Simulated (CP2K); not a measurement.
Crystal: Au.

```
Au
1.0
     2.90000    0.00000    0.00000
    -1.45000    2.51147    0.00000
     0.00000    0.00000    4.88000
Au
2
Cartesian
  1.4500 0.8372 1.2200
  0.0000 1.6743 3.6600
```

This isn't the form of Au at room conditions, which is fcc.

| Quantity | Value |
| --- | --- |
| Program | CP2K 2026.2 |
| Task | single point |
| Functional | PBEsol |
| Potentials or basis | POTENTIAL_UZH Au GTH-PBE-q11; TZVP-MOLOPT-PBE-GTH basis |
| Density cutoff | 6803 eV |
| k mesh | 11 × 11 × 6 |
| Occupations | fermi-dirac, width 0.05 eV |
| Spin | no spin polarisation |

On this cell: pressure -0.9 GPa; largest force under 0.003 eV/Å; band gap on the k mesh none (metal or under the smearing width).

The same run follows on a disturbed copy (atoms moved at random, drawn with an rms of 0.05 Å):

```xyz
2
Lattice="2.9000 0.0000 0.0000 -1.4500 2.5115 0.0000 0.0000 0.0000 4.8800" Properties=species:S:1:pos:R:3 pbc="T T T"
Au    1.4853    0.8841    1.2259
Au   -0.0274    1.6658    3.6818
```

Problem. What changes?

Solution. The energy (extrapolated to zero smearing) moves by +1.0 meV/atom; pressure -0.9 GPa; largest force 0.115 eV/Å; band gap on the k mesh none (metal or under the smearing width).

Forces on the atoms (eV/Å):
```
Au  -0.033 -0.021  0.108
Au   0.033  0.021 -0.108
```

Stress tensor (GPa, compression positive):
```
-0.32  0.29 -0.09
 0.29 -0.75 -0.06
-0.09 -0.06 -1.57
```

Caveats: the potentials were made for another functional, which shifts forces and pressure; the basis of atomic orbitals isn't converged, which shifts pressures, moduli and gaps.
